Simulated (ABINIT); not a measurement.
**Mo: equation of state with PBE+D3(BJ)**

The system is Mo.

```xyz
1
Lattice="-1.5838 1.5838 1.5838 1.5838 -1.5838 1.5838 1.5838 1.5838 -1.5838" Properties=species:S:1:pos:R:3 pbc="T T T"
Mo    0.0000    0.0000    0.0000
```

```yaml
Program: ABINIT 10.8.3 (patched build)
Task: equation of state
Functional: PBE
Dispersion: D3(BJ)
Potentials_or_basis: JTH PAW PBE v2.0
Cutoff: 408 eV
k_mesh: 12 × 12 × 12
Occupations: fermi-dirac, width 0.05 eV
Spin: no spin polarisation
```

```json
{
  "Equilibrium volume": "15.35 Å³/atom",
  "Bulk modulus": "281 GPa",
  "Pressure derivative of the bulk modulus": "4.5 (rough: it moves with the points fitted)"
}
```

Energy against volume, from the lowest point:
```tsv
volume (Å³/atom)	energy (meV/atom)
14.938	9.55
15.256	0.00
15.574	2.18
15.892	14.93
16.209	37.44
16.527	68.62
16.845	106.88
```

Run time: 50 s on 1 thread of Arm Neoverse V1 (shared host), peak memory 0.09 GiB.

Caveat: pressures at fixed basis lie under the slope of the energies; the log and the count of SCF iterations are those of the last ABINIT call alone.
